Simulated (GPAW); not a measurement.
SiC:

```xyz
8
Lattice="3.0757 0.0000 0.0000 -1.5378 2.6636 0.0000 0.0000 0.0000 10.0706" Properties=species:S:1:pos:R:3 pbc="T T T"
Si    0.0000    0.0000    1.8922
Si    0.0000    0.0000    6.9275
Si    0.0000    1.7758    4.4094
Si    1.5378    0.8879    9.4447
C     0.0000    0.0000    0.0046
C     0.0000    0.0000    5.0400
C     0.0000    1.7758    2.5157
C     1.5378    0.8879    7.5510
```

The cell is a database's computed one.

* Program: GPAW 26.7.0
* Task: relaxation of cell and atoms
* Functional: PBE
* Potentials or basis: GPAW PAW data sets (gpaw-data 1.2.1)
* Cutoff: 800 eV
* Basis: pw
* k mesh: 6 × 6 × 2
* Occupations: fermi-dirac, width 0.05 eV
* Spin: no spin polarisation

At the start: pressure 5.2 GPa; volume 10.31 Å³/atom.

Question: Where does the relaxation end?

Answer: Over 3 steps the energy falls by 4.2 meV/atom and the volume is 10.55 Å³/atom (+2.3 %); space group P6_3mc (No. 186, to 0.05 Å).

The path:
```
step  energy change (eV)  largest force (eV/Å)  pressure (GPa)  volume (Å³)
   1              0.0000                0.0028            5.20        82.50
   2             -0.0049                0.0018            4.78        82.65
   3             -0.0339                0.0072            0.10        84.41
```

Final structure:
```yaml
crystal:
  lattice:
    - [3.09954, 0.00000, 0.00000]
    - [-1.54977, 2.68428, 0.00000]
    - [0.00000, 0.00000, 10.14491]
  atoms:
    - { symbol: Si, position: [0.00000, 0.00000, 0.18792] }
    - { symbol: Si, position: [0.00000, 0.00000, 0.68792] }
    - { symbol: Si, position: [0.33333, 0.66667, 0.43785] }
    - { symbol: Si, position: [0.66667, 0.33333, 0.93785] }
    - { symbol: C, position: [0.00000, 0.00000, 0.00042] }
    - { symbol: C, position: [0.00000, 0.00000, 0.50042] }
    - { symbol: C, position: [0.33333, 0.66667, 0.24981] }
    - { symbol: C, position: [0.66667, 0.33333, 0.74981] }
```

Caveat: the k mesh is coarse; later steps reuse the first step's grids.
